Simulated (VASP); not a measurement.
BeTe in VASP 6.6.1, single-point calculation

INCAR

```
ISMEAR = -1
NSW = 0
LWAVE = .FALSE.
LASPH = .TRUE.
TIME = 0.1
LCHARG = .FALSE.
EDIFF = 1E-7
SIGMA = 0.02
ALGO = Damped
NELM = 120
GGA = CA
LREAL = .FALSE.
ISIF = 2
PREC = Accurate
NBANDS = 11
IBRION = -1
ENCUT = 520
```

KPOINTS

```
KPOINTS created by Atomic Simulation Environment
0
Gamma
8 8 8
0 0 0
```

POSCAR

```
Be Te
 1.0000000000000000
     3.3650594852277229    0.0000000000000000   -0.0000000000000000
    -0.0000000000000000    3.3650594852277229    0.0000000000000000
     0.0000000000000000    0.0000000000000000    3.3650594852277229
 Be  Te
   1   1
Cartesian
 -0.0000000000000000  0.0000000000000000  0.0000000000000000
  1.6825297426138615  1.6825297426138615  1.6825297426138615
```

The recommended LDA PAW datasets give the neutral cell 8 valence electrons.

Command

```
mpirun -np 1 vasp_std
```

Task: How does this run end, and what does it give?

Result: It converged. Results: gap between bands v and c on the k mesh -2.28 eV (bands overlap: a metal); least direct gap on the k mesh 0.11 eV; pressure -3.6 GPa. Band v is the last that the valence electrons fill when counted band by band, and c is the next.

OSZICAR

```
N       E                     dE             d eps       ncg     rms           ort
DAV:   1     0.282614348545E+02    0.28261E+02   -0.35367E+03   385   0.666E+02
DAV:   2    -0.408330950100E+00   -0.28670E+02   -0.27401E+02   385   0.109E+02
DAV:   3    -0.541144546072E+01   -0.50031E+01   -0.46975E+01   385   0.452E+01
DAV:   4    -0.634838219868E+01   -0.93694E+00   -0.89623E+00   385   0.203E+01
DAV:   5    -0.651705243916E+01   -0.16867E+00   -0.16625E+00   385   0.807E+00
SDA:   6    -0.649005372556E+01    0.26999E-01   -0.13101E-01   385   0.131E+00   0.000E+00
DMP:   7    -0.650237733707E+01   -0.12324E-01   -0.17400E-01   385   0.101E+00   0.115E+00
DMP:   8    -0.651796462906E+01   -0.15587E-01   -0.15017E-01   385   0.633E-01   0.137E+00
DMP:   9    -0.653082762978E+01   -0.12863E-01   -0.10099E-01   385   0.337E-01   0.106E+00
DMP:  10    -0.653915566527E+01   -0.83280E-02   -0.57425E-02   385   0.166E-01   0.643E-01
...
DMP:  28    -0.655032735013E+01   -0.28716E-05   -0.22838E-05   385   0.823E-05   0.230E-04
DMP:  29    -0.655032935033E+01   -0.20002E-05   -0.16251E-05   385   0.577E-05   0.165E-04
DMP:  30    -0.655033077397E+01   -0.14236E-05   -0.11254E-05   385   0.371E-05   0.119E-04
DMP:  31    -0.655033174963E+01   -0.97566E-06   -0.72883E-06   385   0.218E-05   0.805E-05
DMP:  32    -0.655033236967E+01   -0.62005E-06   -0.43665E-06   385   0.119E-05   0.501E-05
DMP:  33    -0.655033273345E+01   -0.36377E-06   -0.24636E-06   385   0.648E-06   0.286E-05
DMP:  34    -0.655033293632E+01   -0.20288E-06   -0.13793E-06   385   0.389E-06   0.156E-05
DMP:  35    -0.655033305162E+01   -0.11529E-06   -0.82786E-07   385   0.269E-06   0.881E-06
DMP:  36    -0.655033312133E+01   -0.69708E-07   -0.55415E-07   385   0.200E-06   0.559E-06
   1 F= -.65503331E+01 E0= -.65493990E+01  d E =-.186822E-02
```

For comparison, a separate LDA run of the intended cell, on usual settings and not on those above, gives a gap of -2.28 eV on its mesh and a pressure of -3.6 GPa.
